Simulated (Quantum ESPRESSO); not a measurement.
# Ta (Im-3m) in Quantum ESPRESSO: equation of state

How stiff is Ta in PBE, and what volume does it want? The cell is scaled to several volumes.

Everything below comes from runs of Quantum ESPRESSO 7.5. Logs are shortened: lines on timing, memory, paths and dates and some standing lists are left out, and cuts for length are marked.

**What was measured.**

From “Pressure effects on the electronic structure and superconductivity of (TaNb)0.67(HfZrTi)0.33 high entropy alloy”, 2019, arxiv:1910.08312, for a bulk crystal of Ta: bulk modulus 194 GPa.

The results are compared with them further down.

## 1. The structure

The structure is cubic, space group Im-3m (No. 229). The conventional cell has a = 3.303 Å, b = 3.303 Å, c = 3.303 Å, α = 90.00°, β = 90.00°, γ = 90.00°. Around Ta (site symmetry m-3m) lie 8 Ta at 2.86 Å.

## 2. Single point, PBE, 16.93 Å³/atom

pw.in

```
&CONTROL
  calculation = 'scf'
  prefix = 'pwscf'
  outdir = './tmp'
  pseudo_dir = './pseudo'
  tprnfor = .true.
  tstress = .true.
  disk_io = 'nowf'
/
&SYSTEM
  ibrav = 0
  nat = 1
  ntyp = 1
  ecutwfc = 55
  ecutrho = 440
  nbnd = 12
  occupations = 'smearing'
  smearing = 'fd'
  degauss = 0.00367493
/
&ELECTRONS
  conv_thr = 2d-10
  electron_maxstep = 120
  mixing_beta = 0.5
/
ATOMIC_SPECIES
Ta   180.9479 Ta_pbe_v1.uspp.F.UPF
CELL_PARAMETERS angstrom
  -1.6175709496    1.6175709496    1.6175709496
   1.6175709496   -1.6175709496    1.6175709496
   1.6175709496    1.6175709496   -1.6175709496
ATOMIC_POSITIONS crystal
Ta     0.0000000000    0.0000000000    0.0000000000
K_POINTS automatic
11 11 11 0 0 0
```

Potentials or basis: SSSP 1.3 efficiency PBE.

Run with:

```console
> OMP_NUM_THREADS=1 pw.x -in pw.in > pw.out
```

pw.out:

```text
This program is part of the open-source Quantum ESPRESSO suite
     for quantum simulation of materials; please cite
[... 6 lines left out ...]
     using ibrav=0 with symmetry is DISCOURAGED, use correct ibrav instead

     Subspace diagonalization in iterative solution of the eigenvalue problem:
     a serial algorithm will be used

     G-vector sticks info
     --------------------
     sticks:   dense  smooth     PW     G-vecs:    dense   smooth      PW
     Sum         921     467    155                17861     6363    1205

     Using Slab Decomposition

     bravais-lattice index     =            0
     lattice parameter (alat)  =       5.2945  a.u.
     unit-cell volume          =     114.2475 (a.u.)^3
     number of atoms/cell      =            1
     number of atomic types    =            1
     number of electrons       =        13.00
     number of Kohn-Sham states=           12
     kinetic-energy cutoff     =      55.0000  Ry
     charge density cutoff     =     440.0000  Ry
     scf convergence threshold =      2.0E-10
     mixing beta               =       0.5000
     number of iterations used =            8  plain     mixing
     Exchange-correlation= SLA  PW   PBE  PBE
                           (   1   4   3   4   0   0   0)

     celldm(1)=   5.294474  celldm(2)=   0.000000  celldm(3)=   0.000000
     celldm(4)=   0.000000  celldm(5)=   0.000000  celldm(6)=   0.000000

     crystal axes: (cart. coord. in units of alat)
               a(1) = (  -0.577350   0.577350   0.577350 )
               a(2) = (   0.577350  -0.577350   0.577350 )
               a(3) = (   0.577350   0.577350  -0.577350 )

     reciprocal axes: (cart. coord. in units 2 pi/alat)
               b(1) = (  0.000000  0.866025  0.866025 )
               b(2) = (  0.866025  0.000000  0.866025 )
               b(3) = (  0.866025  0.866025  0.000000 )

     PseudoPot. # 1 for Ta read from file:
     Ta_pbe_v1.uspp.F.UPF
     Pseudo is Ultrasoft + core correction, Zval = 13.0
     Generated by new atomic code, or converted to UPF format
     Using radial grid of  921 points,  7 beta functions with:
                l(1) =   0
                l(2) =   0
                l(3) =   1
                l(4) =   1
                l(5) =   2
                l(6) =   2
                l(7) =   3
     Q(r) pseudized with  6 coefficients,  rinner =    1.300   1.300   1.300
                                                       1.300   1.300   1.300
                                                       1.300

     atomic species   valence    mass     pseudopotential
     Ta               13.00   180.94790     Ta( 1.00)

     48 Sym. Ops., with inversion, found

   Cartesian axes

     site n.     atom                  positions (alat units)
         1        Ta     tau(   1) = (   0.0000000   0.0000000   0.0000000  )

     number of k points=    56  Fermi-Dirac smearing, width (Ry)=  0.0037
                       cart. coord. in units 2pi/alat
        k(    1) = (   0.0000000   0.0000000   0.0000000), wk =   0.0015026
        k(    2) = (   0.0787296   0.0787296   0.0000000), wk =   0.0180316
        k(    3) = (   0.1574592   0.1574592   0.0000000), wk =   0.0180316
        k(    4) = (   0.2361887   0.2361887   0.0000000), wk =   0.0180316
        k(    5) = (   0.3149183   0.3149183   0.0000000), wk =   0.0180316
        k(    6) = (   0.3936479   0.3936479   0.0000000), wk =   0.0180316
[... 48 lines left out ...]
        k(   55) = (  -0.7872958  -0.0787296  -0.0787296), wk =   0.0120210
        k(   56) = (  -0.0000000  -0.0000000   0.7872958), wk =   0.0090158

     Dense  grid:    17861 G-vectors     FFT dimensions: (  36,  36,  36)

     Smooth grid:     6363 G-vectors     FFT dimensions: (  25,  25,  25)

     Initial potential from superposition of free atoms

     starting charge      12.9989, renormalised to      13.0000

     negative rho (up, down):  9.339E-02 0.000E+00
     Starting wfcs are   13 randomized atomic wfcs

     Self-consistent Calculation

     iteration #  1     ecut=    55.00 Ry     beta= 0.50
     Davidson diagonalization with overlap
     ethr =  1.00E-02,  avg # of iterations =  3.8

     Threshold (ethr) on eigenvalues was too large:
     Diagonalizing with lowered threshold

     Davidson diagonalization with overlap
     ethr =  1.48E-04,  avg # of iterations =  2.0

     negative rho (up, down):  9.596E-02 0.000E+00

     total energy              =    -141.87656049 Ry
     estimated scf accuracy    <       0.02007001 Ry

     iteration #  2     ecut=    55.00 Ry     beta= 0.50
     Davidson diagonalization with overlap
     ethr =  1.54E-04,  avg # of iterations =  1.8

     negative rho (up, down):  9.798E-02 0.000E+00

     total energy              =    -141.87803533 Ry
     estimated scf accuracy    <       0.00164404 Ry

     iteration #  3     ecut=    55.00 Ry     beta= 0.50
     Davidson diagonalization with overlap
     ethr =  1.26E-05,  avg # of iterations =  2.4
[... 33 lines left out ...]
     iteration #  7     ecut=    55.00 Ry     beta= 0.50
     Davidson diagonalization with overlap
     ethr =  2.88E-11,  avg # of iterations =  1.0

     negative rho (up, down):  9.903E-02 0.000E+00

     total energy              =    -141.87822412 Ry
     estimated scf accuracy    <          2.4E-09 Ry

     iteration #  8     ecut=    55.00 Ry     beta= 0.50
     Davidson diagonalization with overlap
     ethr =  1.82E-11,  avg # of iterations =  2.0

     negative rho (up, down):  9.903E-02 0.000E+00

     End of self-consistent calculation

          k = 0.0000 0.0000 0.0000 (   791 PWs)   bands (ev):

   -47.0237 -12.8508 -12.8508 -12.8508  11.8254  20.7061  20.7061  20.7061
    24.2037  24.2037  34.8159  34.8159

          k = 0.0787 0.0787 0.0000 (   779 PWs)   bands (ev):

   -47.0117 -12.9754 -12.8886 -12.8516  12.2186  20.4491  20.6170  21.0965
    23.8134  24.2027  35.1678  35.4917

          k = 0.1575 0.1575 0.0000 (   782 PWs)   bands (ev):

   -46.9797 -13.2993 -12.9887 -12.8540  13.2703  19.8316  20.2050  22.2346
    23.4402  24.2573  35.7173  37.7191

          k = 0.2362 0.2362 0.0000 (   788 PWs)   bands (ev):

   -46.9375 -13.7030 -13.1170 -12.8572  14.5317  19.1381  19.7985  23.6840
    24.0124  24.4647  34.9420  36.9372
[... 248 lines left out ...]
   -46.7827 -13.9042 -13.7425 -13.6853  16.3162  16.5048  23.9701  23.9767
    27.1213  28.1081  31.9126  32.6924

          k =-0.7873-0.0787-0.0787 (   787 PWs)   bands (ev):

   -46.7739 -13.8561 -13.8561 -13.6979  16.1788  16.1788  23.9448  26.3083
    26.3083  30.4369  30.4369  30.6495

          k =-0.0000-0.0000 0.7873 (   792 PWs)   bands (ev):

   -46.7655 -13.8426 -13.8201 -13.8201  15.8902  15.9462  26.2209  26.2209
    27.1161  28.5315  30.4613  30.4613

     the Fermi energy is    19.9685 ev

!    total energy              =    -141.87822412 Ry
     estimated scf accuracy    <          4.8E-12 Ry
     smearing contrib. (-TS)   =      -0.00044118 Ry
     internal energy E=F+TS    =    -141.87778294 Ry

     The total energy is F=E-TS. E is the sum of the following terms:
     one-electron contribution =     -12.35011899 Ry
     hartree contribution      =      13.42798367 Ry
     xc contribution           =     -42.35415630 Ry
     ewald contribution        =    -100.60149133 Ry

     convergence has been achieved in   8 iterations

     negative rho (up, down):  9.903E-02 0.000E+00

     Forces acting on atoms (cartesian axes, Ry/au):

     atom    1 type  1   force =     0.00000000    0.00000000    0.00000000

     Total force =     0.000000     Total SCF correction =     0.000000

     Computing stress (Cartesian axis) and pressure

     negative rho (up, down):  9.903E-02 0.000E+00
          total   stress  (Ry/bohr**3)                   (kbar)     P=      169.49
   0.00115215  -0.00000000  -0.00000000          169.49       -0.00       -0.00
  -0.00000000   0.00115215  -0.00000000           -0.00      169.49       -0.00
  -0.00000000  -0.00000000   0.00115215           -0.00       -0.00      169.49

=------------------------------------------------------------------------------=
   JOB DONE.
=------------------------------------------------------------------------------=
```

Run time: 7.7 s. Hardware: 1 thread of Intel Xeon 6975P-C (Granite Rapids), shared host; peak memory 0.17 GiB.

What came out:

```
Free energy            : -1930.3516 eV
Pressure               : 16.9 GPa
Band gap on the k mesh : none (metal or under the smearing width)
```

## 3. Single point, PBE, 17.29 Å³/atom

Edit pw.in of step 2 so:

```diff
@@ -28,5 +28,5 @@
 CELL_PARAMETERS angstrom
-  -1.6175709496    1.6175709496    1.6175709496
-   1.6175709496   -1.6175709496    1.6175709496
-   1.6175709496    1.6175709496   -1.6175709496
+  -1.6289626696    1.6289626696    1.6289626696
+   1.6289626696   -1.6289626696    1.6289626696
+   1.6289626696    1.6289626696   -1.6289626696
 ATOMIC_POSITIONS crystal
```

Potentials or basis: SSSP 1.3 efficiency PBE.

Run with:

```console
> OMP_NUM_THREADS=1 pw.x -in pw.in > pw.out
```

It took 7.4 s on 1 thread of Intel Xeon 6975P-C (Granite Rapids), shared host; peak memory 0.17 GiB.

The run converged. Its results:

```
Free energy            : -1930.3836 eV
Pressure               : 11.5 GPa
Band gap on the k mesh : none (metal or under the smearing width)
```

## 4. Single point, PBE, 17.65 Å³/atom

Edit pw.in of step 3 so:

```diff
@@ -28,5 +28,5 @@
 CELL_PARAMETERS angstrom
-  -1.6289626696    1.6289626696    1.6289626696
-   1.6289626696   -1.6289626696    1.6289626696
-   1.6289626696    1.6289626696   -1.6289626696
+  -1.6401972500    1.6401972500    1.6401972500
+   1.6401972500   -1.6401972500    1.6401972500
+   1.6401972500    1.6401972500   -1.6401972500
 ATOMIC_POSITIONS crystal
```

Run with:

```console
> OMP_NUM_THREADS=1 pw.x -in pw.in > pw.out
```

Wall time 7.7 s (1 thread of Intel Xeon 6975P-C (Granite Rapids), shared host); peak memory 0.17 GiB.

It converged, with:

- Free energy: -1930.4041 eV
- Pressure: 6.7 GPa
- Band gap on the k mesh: none (metal or under the smearing width)

## 5. Single point, PBE, 18.01 Å³/atom

Edit pw.in of step 4 so:

```diff
@@ -28,5 +28,5 @@
 CELL_PARAMETERS angstrom
-  -1.6401972500    1.6401972500    1.6401972500
-   1.6401972500   -1.6401972500    1.6401972500
-   1.6401972500    1.6401972500   -1.6401972500
+  -1.6512800000    1.6512800000    1.6512800000
+   1.6512800000   -1.6512800000    1.6512800000
+   1.6512800000    1.6512800000   -1.6512800000
 ATOMIC_POSITIONS crystal
```

Run with:

```console
> OMP_NUM_THREADS=1 pw.x -in pw.in > pw.out
```

It took 7.7 s on 1 thread of Intel Xeon 6975P-C (Granite Rapids), shared host; peak memory 0.18 GiB.

Results (log left out):

```yaml
Free_energy: -1930.4144 eV
Pressure: 2.4 GPa
Band_gap_on_the_k_mesh: none (metal or under the smearing width)
```

## 6. Single point, PBE, 18.37 Å³/atom

Edit pw.in of step 5 so:

```diff
@@ -28,5 +28,5 @@
 CELL_PARAMETERS angstrom
-  -1.6512800000    1.6512800000    1.6512800000
-   1.6512800000   -1.6512800000    1.6512800000
-   1.6512800000    1.6512800000   -1.6512800000
+  -1.6622159478    1.6622159478    1.6622159478
+   1.6622159478   -1.6622159478    1.6622159478
+   1.6622159478    1.6622159478   -1.6622159478
 ATOMIC_POSITIONS crystal
```

Potentials or basis: SSSP 1.3 efficiency PBE.

Run with:

```console
> OMP_NUM_THREADS=1 pw.x -in pw.in > pw.out
```

It took 8 s on 1 thread of Intel Xeon 6975P-C (Granite Rapids), shared host; peak memory 0.18 GiB.

The run converged. Its results:

| Quantity | Value |
| --- | --- |
| Free energy | -1930.4154 eV |
| Pressure | -1.5 GPa |
| Band gap on the k mesh | none (metal or under the smearing width) |

## 7. Single point, PBE, 18.73 Å³/atom

Edit pw.in of step 6 so:

```diff
@@ -28,5 +28,5 @@
 CELL_PARAMETERS angstrom
-  -1.6622159478    1.6622159478    1.6622159478
-   1.6622159478   -1.6622159478    1.6622159478
-   1.6622159478    1.6622159478   -1.6622159478
+  -1.6730098603    1.6730098603    1.6730098603
+   1.6730098603   -1.6730098603    1.6730098603
+   1.6730098603    1.6730098603   -1.6730098603
 ATOMIC_POSITIONS crystal
```

Run with:

```console
> OMP_NUM_THREADS=1 pw.x -in pw.in > pw.out
```

Wall time 7.7 s (1 thread of Intel Xeon 6975P-C (Granite Rapids), shared host); peak memory 0.18 GiB.

It converged, with:

```
Free energy            : -1930.4081 eV
Pressure               : -5.0 GPa
Band gap on the k mesh : none (metal or under the smearing width)
```

## 8. Single point, PBE, 19.09 Å³/atom

Edit pw.in of step 7 so:

```diff
@@ -28,5 +28,5 @@
 CELL_PARAMETERS angstrom
-  -1.6730098603    1.6730098603    1.6730098603
-   1.6730098603   -1.6730098603    1.6730098603
-   1.6730098603    1.6730098603   -1.6730098603
+  -1.6836662614    1.6836662614    1.6836662614
+   1.6836662614   -1.6836662614    1.6836662614
+   1.6836662614    1.6836662614   -1.6836662614
 ATOMIC_POSITIONS crystal
```

Run with:

```console
> OMP_NUM_THREADS=1 pw.x -in pw.in > pw.out
```

It took 7.9 s on 1 thread of Intel Xeon 6975P-C (Granite Rapids), shared host; peak memory 0.18 GiB.

Results (log left out):

```
Free energy            : -1930.3933 eV
Pressure               : -8.2 GPa
Band gap on the k mesh : none (metal or under the smearing width)
```

## 9. Equation of state, PBE

Potentials or basis: SSSP 1.3 efficiency PBE.

No new run: the results of the series are fitted here.

Results:

- Equilibrium volume: 18.23 Å³/atom
- Bulk modulus: 195 GPa
- Pressure derivative of the bulk modulus: 4.4

Energy against volume, from the lowest point:
```tsv
volume (Å³/atom)	energy (meV/atom)
16.930	63.83
17.290	31.80
17.650	11.27
18.010	1.02
18.371	0.00
18.731	7.30
19.091	22.14
```

The run has no spin-orbit coupling, so splittings on Ta are missing. PBE usually gives volumes a little too large and moduli too small.

## 10. Against experiment

Step 9. Measured bulk modulus of Ta: 194 GPa (quoted in “Pressure effects on the electronic structure and superconductivity of (TaNb)0.67(HfZrTi)0.33 high entropy alloy”, 2019, arxiv:1910.08312). This calculation gives 195 GPa (+0.6 %). The fit is for a static lattice scaled at fixed shape and fixed fractional positions.
